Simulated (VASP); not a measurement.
Here is a VASP 6.6.1 calculation.

Contents of INCAR:

```
  ALGO = Fast
  EDIFF = 1E-6
  ENCUT = 520
  GGA = PE
  ISIF = 2
  ISMEAR = -1
  LASPH = T
  LCHARG = F
  LREAL = F
  LWAVE = F
  NBANDS = 18
  NELM = 100
  PREC = Accurate
  SIGMA = 0.1
```

File KPOINTS:

```
k-points
0
Gamma
  8 8 8
```

POSCAR

```
ZnCu
1.0
    2.9252343038      0.0000000000      0.0000000000
    0.0000000000      2.9252343038      0.0000000000
    0.0000000000      0.0000000000      2.9252343038
Zn Cu
1 1
Direct
    0.5000000000      0.5000000000      0.5000000000
    0.0000000000      0.0000000000      0.0000000000
```

Potentials or basis: VASP PAW PBE potentials, release 64 (Zn, Cu).

The run is started by

```bash
$ cat potpaw_PBE.64/Zn/POTCAR potpaw_PBE.64/Cu/POTCAR > POTCAR
$ mpirun -np 1 vasp_std > vasp.out
```

Task: What does it give for the band gap on the k mesh?

Result: None (metal or under the smearing width).

Task: Predict the pressure.

Result: 6.0 GPa.
